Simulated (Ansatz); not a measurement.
# SiNi3 in Ansatz: the effect of functional

SiNi3:

```
Ni Si
1.0
     3.58861    0.00000    0.00000
     0.00000    3.58861    0.00000
     0.00000    0.00000    3.58861
Ni Si
3 1
Direct
  0.50000 0.50000 0.00000
  0.50000 0.00000 0.50000
  0.00000 0.50000 0.50000
  0.00000 0.00000 0.00000
```

The cell isn't the ideal one: volume scaled by 1.04.

Alike in all runs:

```yaml
Program: Ansatz 0.2.0
Task: single point
Potentials_or_basis: Ansatz PAW
k_mesh: 8 × 8 × 8
Occupations: fermi-dirac, width 0.05 eV
Spin: collinear spin, ferromagnetic start
Starting_moments: "[1.0, 1.0, 1.0, 0.0] μB"
```

```csv
functional,cutoff,pressure (GPa),moment (μB)
LDA,420 eV (not typed: the program's choice for these potentials),?,?
PBEsol,420 eV (not typed: the program's choice for these potentials),-20.2,0.00
r2SCAN,500 eV (not typed: the program's choice for these potentials),-19.6,0.19
```

**Question.** What does the run with functional LDA give?

**Answer.** Pressure -25.7 GPa; moment 0.00 μB.

Caveats: the PAW data sets come from PBE, with cores solved anew for the run's functional, which leaves a small shift of forces and pressure; the starting moments weren't kept; the magnetic or orbital state may not be the lowest (some runs).

Runs at the PBE level aren't shown here.
